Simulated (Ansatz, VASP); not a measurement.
## Al in VASP and in Ansatz

```
CELL_PARAMETERS angstrom
3.46692 0.00000 0.00000
-1.73346 3.00244 0.00000
0.00000 0.00000 11.32285
ATOMIC_POSITIONS crystal
Al 0.00000 0.00000 0.09375
Al 0.00000 0.00000 0.59375
Al 0.00000 0.00000 0.40625
Al 0.00000 0.00000 0.90625
Al 0.33333 0.66667 0.15625
Al 0.66667 0.33333 0.65625
Al 0.33333 0.66667 0.34375
Al 0.66667 0.33333 0.84375
```

Alike in both runs: task relaxation of cell and atoms; functional PBE; k mesh 6 × 6 × 2; occupations gaussian, width 0.1 eV; no spin polarisation.

```csv
,VASP,Ansatz
version,VASP 6.6.1,Ansatz 0.2.0
potentials or method,"VASP PAW PBE potentials, release 64 (Al)","scalar-relativistic, plane waves, PAW"
plane-wave cutoff (eV),600,420
valence electrons in the cell,24,24
```

|  | VASP | Ansatz | Ansatz less VASP |
| --- | --- | --- | --- |
| gap on the k mesh at the Fermi level, each at its own relaxed structure (eV) | none | none | - |
| relaxed volume (Å³/atom) | 22.61 | 22.64 | +0.037 |
| relaxed cell length with the largest relative difference (Å) | 10.935 | 10.953 | +0.0174 |
| energy change over the relaxation (meV/atom) | -2294 | -2292 | +2.1 |

A gap of «none» marks a metal or a gap that the smearing closes.

Caveats: the volume moved by over 15 % at a fixed basis, so the end points are rough.
